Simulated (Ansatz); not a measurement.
A crystal relaxed with r2SCAN in the plane-wave code Ansatz has space group I4_1/amd:1 (No. 141) and a = 3.490 Å, c = 8.406 Å.

```csv
atom,site,x,y,z
Si,4a,0.0000,0.5000,0.2500
Xx,8e,0.0000,0.5000,0.0410
```

The r2SCAN gap is indirect, 7.20 eV (k = (-0.005, -0.005, 0.432) to Γ), below the direct gap of 7.98 eV at Γ. The HSE06 gap is indirect, 8.37 eV (k = (-0.005, -0.005, 0.432) to Γ), below the direct gap of 9.18 eV at Γ. With PBE the valence top lies at Γ–X (0.90 of the way from Γ) and the conduction bottom at Γ, 6.31 eV higher; the smallest vertical gap, at Γ, is 7.04 eV. Meshes: r2SCAN 10×10×10, HSE06 6×6×6, PBE 10×10×10. r2SCAN's ε∞ is 3.1 along all three axes, to this precision.

Question: Which element is Xx?
A. S
B. Se
C. O
D. Te

Answer: C. Xx is O: SiO₂ built on the anatase prototype. Around Si lie 6 O at 1.76–1.78 Å; around O lie 3 Si at 1.76–1.78 Å.

Values at 0 K without nuclear motion; spin polarisation is off, and the phase may be a hypothetical one.

Where an edge lies off the special points, it is a point of the mesh or the k point where a search put PBE's edge or least direct gap, reused for the other functionals, whose own edges may lie a little apart; PBE's own value is read along its path and can be a few hundredths of an eV high.

Coordinates of k points refer to the reciprocal vectors of the primitive cell of the runs.
